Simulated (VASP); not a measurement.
Set up this calculation in VASP 6.6.1, as an ASE script.

```
Task                   : single point
Functional             : PBE
Potentials or basis    : VASP PAW PBE potentials, release 64 (La)
Cutoff                 : 520 eV
k mesh                 : 9 × 9 × 9
Occupations            : gaussian, width 0.05 eV
Spin                   : no spin polarisation
Further INCAR settings : ALGO = Fast; EDIFF = 1.00e-06
```

The structure of La lies in La.cif:

```cif
data_La
_cell_length_a 4.24766214
_cell_length_b 4.24766214
_cell_length_c 4.24766214
_cell_angle_alpha 90.00000000
_cell_angle_beta 90.00000000
_cell_angle_gamma 90.00000000
_space_group_name_H-M_alt 'Im-3m'
_space_group_name_Hall '-I 4 2 3'
_space_group_IT_number 229
loop_
_space_group_symop_operation_xyz
'x,y,z'
'-x,-y,-z'
'-y,x,z'
'y,-x,-z'
'-x,-y,z'
'x,y,-z'
'y,-x,z'
'-y,x,-z'
'x,-y,-z'
'-x,y,z'
'-y,-x,-z'
'y,x,z'
'-x,y,-z'
'x,-y,z'
'y,x,-z'
'-y,-x,z'
'z,x,y'
'-z,-x,-y'
'z,-y,x'
'-z,y,-x'
'z,-x,-y'
'-z,x,y'
'z,y,-x'
'-z,-y,x'
'-z,x,-y'
'z,-x,y'
'-z,-y,-x'
'z,y,x'
'-z,-x,y'
'z,x,-y'
'-z,y,x'
'z,-y,-x'
'y,z,x'
'-y,-z,-x'
'x,z,-y'
'-x,-z,y'
'-y,z,-x'
'y,-z,x'
'-x,z,y'
'x,-z,-y'
'-y,-z,x'
'y,z,-x'
'-x,-z,-y'
'x,z,y'
'y,-z,-x'
'-y,z,x'
'x,-z,y'
'-x,z,-y'
'x+1/2,y+1/2,z+1/2'
'-x+1/2,-y+1/2,-z+1/2'
'-y+1/2,x+1/2,z+1/2'
'y+1/2,-x+1/2,-z+1/2'
'-x+1/2,-y+1/2,z+1/2'
'x+1/2,y+1/2,-z+1/2'
'y+1/2,-x+1/2,z+1/2'
'-y+1/2,x+1/2,-z+1/2'
'x+1/2,-y+1/2,-z+1/2'
'-x+1/2,y+1/2,z+1/2'
'-y+1/2,-x+1/2,-z+1/2'
'y+1/2,x+1/2,z+1/2'
'-x+1/2,y+1/2,-z+1/2'
'x+1/2,-y+1/2,z+1/2'
'y+1/2,x+1/2,-z+1/2'
'-y+1/2,-x+1/2,z+1/2'
'z+1/2,x+1/2,y+1/2'
'-z+1/2,-x+1/2,-y+1/2'
'z+1/2,-y+1/2,x+1/2'
'-z+1/2,y+1/2,-x+1/2'
'z+1/2,-x+1/2,-y+1/2'
'-z+1/2,x+1/2,y+1/2'
'z+1/2,y+1/2,-x+1/2'
'-z+1/2,-y+1/2,x+1/2'
'-z+1/2,x+1/2,-y+1/2'
'z+1/2,-x+1/2,y+1/2'
'-z+1/2,-y+1/2,-x+1/2'
'z+1/2,y+1/2,x+1/2'
'-z+1/2,-x+1/2,y+1/2'
'z+1/2,x+1/2,-y+1/2'
'-z+1/2,y+1/2,x+1/2'
'z+1/2,-y+1/2,-x+1/2'
'y+1/2,z+1/2,x+1/2'
'-y+1/2,-z+1/2,-x+1/2'
'x+1/2,z+1/2,-y+1/2'
'-x+1/2,-z+1/2,y+1/2'
'-y+1/2,z+1/2,-x+1/2'
'y+1/2,-z+1/2,x+1/2'
'-x+1/2,z+1/2,y+1/2'
'x+1/2,-z+1/2,-y+1/2'
'-y+1/2,-z+1/2,x+1/2'
'y+1/2,z+1/2,-x+1/2'
'-x+1/2,-z+1/2,-y+1/2'
'x+1/2,z+1/2,y+1/2'
'y+1/2,-z+1/2,-x+1/2'
'-y+1/2,z+1/2,x+1/2'
'x+1/2,-z+1/2,y+1/2'
'-x+1/2,z+1/2,-y+1/2'
loop_
_atom_site_label
_atom_site_type_symbol
_atom_site_symmetry_multiplicity
_atom_site_Wyckoff_symbol
_atom_site_fract_x
_atom_site_fract_y
_atom_site_fract_z
_atom_site_occupancy
La1 La 2 a 0.0000000000 0.0000000000 0.0000000000 1
```

This isn't the form of La at room conditions, which is double hcp.

These files were run (other wordings do the same):

run.py

```python
from ase.calculators.vasp import Vasp
from ase.dft.bandgap import bandgap
from ase.io import read

atoms = read('La.cif', primitive_cell=True, subtrans_included=False)
calc = Vasp(
    directory='calc',
    xc='pbe',
    pp='PBE',
    setups='recommended',
    prec='Accurate',
    encut=520,
    ediff=1e-06,
    ismear=0,
    sigma=0.05,
    lreal=False,
    lasph=True,
    nelm=60,
    algo='Fast',
    isif=2,
    lwave=False,
    lcharg=True,
    lelf=True,
    lvhar=True,
    kpts=[9, 9, 9],
    gamma=True,
)
atoms.calc = calc

print('energy (eV):', atoms.get_potential_energy())
print('free energy (eV):', atoms.get_potential_energy(force_consistent=True))
print('forces (eV/A):')
print(atoms.get_forces())
print('stress (eV/A^3, Voigt):', atoms.get_stress())
print('Fermi level (eV):', calc.get_fermi_level())
gap, top, bottom = bandgap(calc)
print('band gap (eV):', gap, 'from (spin, k, band)', top, 'to', bottom)
```

Potentials or basis: VASP PAW PBE potentials, release 64 (La).

Launch:

```bash
$ python run.py
```

It gave:

The pressure is -0.6 GPa and the band gap on the k mesh is none (metal or under the smearing width).

Wall time 37 s on 1 thread of Intel(R) Xeon(R) Platinum 8488C (Sapphire Rapids) (shared host), peak memory 0.17 GiB.
